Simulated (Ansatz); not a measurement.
# AgCl: the cost of one run

Computed with Ansatz 0.2.0 (DFT PBE, scalar-relativistic, unless a step's input says otherwise).

### 1 The system as given

The structure is cubic, space group Fm-3m (No. 225). Conventional cell: a = 5.546 Å, b = 5.546 Å, c = 5.546 Å, α = 90.00°, β = 90.00°, γ = 90.00°. Ag (site symmetry m-3m) has 6 Cl at 2.77 Å as nearest neighbours. Around Cl (site symmetry m-3m) lie 6 Ag at 2.77 Å.

Coordinates:

```
Ag Cl
1.0
     0.00000    2.77315    2.77315
     2.77315    0.00000    2.77315
     2.77315    2.77315    0.00000
Ag Cl
1 1
Direct
  0.50000 0.50000 0.50000
  0.00000 0.00000 0.00000
```

Atoms are numbered in the order of the input: Ag1, Cl2.

### 2 The deformed structure

Space group Fm-3m before, I4/mmm after.

### 3 Full-potential LAPW

The input, input.yaml:

```yaml
crystal:
  lattice:
    - [0.0, 2.77315, 2.7454185]
    - [2.77315, 0.0, 2.7454185]
    - [2.77315, 2.77315, 0.0]
  atoms:
    - { symbol: Ag, position: [0.5, 0.5, 0.5] }
    - { symbol: Cl, position: [0.0, 0.0, 0.0] }
kpoints:
  mp_grid: { grid: [8, 8, 8] }
  band_path:
    path:
      - [0.0, 0.0, 0.0]
      - [0.0, 0.5, 0.5]
      - [0.25, 0.75, 0.5]
      - [0.0, 0.5, 0.0]
      - [0.0, 0.0, 0.0]
      - [0.5, 0.5, 0.0]
      - [0.3775380063, 0.6224619937, 0.0]
      - [-0.3775380063, 0.3775380063, 0.0]
      - [0.0, 0.0, 0.0]
    npoints: 5
scf:
  occupations: { method: fermi_dirac, width: 0.02 }
hamiltonian:
  xc: pbe
  pseudopotentials: { kind: all_electron, lapw: { basis_error: 0.0005 } }
output:
  forces: true
  stress: true
  eigenvalues: true
```

Run with:

```bash
> ansatz run input.yaml --threads 1 --pin off --max-ram 3072MiB --backend cpu --events-out ev --progress --plain --runs-dir out
```

**Question.** How long does this run take on 1 thread of Arm Neoverse V2, shared host, and how much memory does it need?

About 12 s, with a peak of 0.35 GiB.
